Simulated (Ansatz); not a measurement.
Si3N4: do energies and stresses tell the same story?

Method: Ansatz, DFT PBE, scalar-relativistic, plane waves, PAW.

Plane waves to 420 eV, a k mesh through Γ of 6×6×6 on the computed 14-atom cell and Gaussian smearing (0.02 eV); no spin polarisation.

Relaxed cell: I-43d, a = 6.490 Å, b = 6.490 Å, c = 6.490 Å, α = 90.00°, β = 90.00°, γ = 90.00°, 14 atoms in the primitive cell. This form isn't the usual stable structure of the compound.

Energies at zero smearing and pressures from the stress tensor, at volumes with shape and atoms relaxed:
| V (Å³/atom) | E − E(first) (meV/atom) | P (GPa) |
| --- | --- | --- |
| 8.593 | 0.00 | 39.55 |
| 8.886 | -61.45 | 27.82 |
| 9.179 | -102.52 | 17.33 |
| 9.472 | -125.57 | 8.08 |
| 9.765 | -132.82 | 0.00 |
| 10.058 | -126.20 | -7.03 |
| 10.351 | -107.66 | -13.13 |
| 10.741 | -67.01 | -19.98 |

Question: Check P = −dE/dV between neighbouring volumes, and get the bulk modulus from the pressures alone.

Answer: With 1 eV/Å³ = 160.2 GPa:
```tsv
middle V (Å³/atom)	−ΔE/ΔV (GPa)	mean P (GPa)
8.739	33.611	33.682
9.032	22.459	22.573
9.325	12.605	12.707
9.618	3.969	4.043
9.911	-3.621	-3.516
10.204	-10.142	-10.081
10.546	-16.674	-16.555
```

The two differ by 0.12 GPa at most. The mean of two end pressures misses the average over a step by about ΔV² P″/12, up to 0.11 GPa here; with that taken off 0.04 GPa remains, from the finite cutoff, the mesh or the relaxation's tolerance. Around V = 9.765 Å³/atom, the two neighbours give B = −V ΔP/ΔV = 9.765 × 15.12 / 0.586 = 252.0 GPa, against B0 = 249.9 GPa from the Birch–Murnaghan fit of the energies.

Cost: 9 runs of about 7.3 core-minutes in all, on Intel Xeon Processor @ 2.70GHz (shared hosts).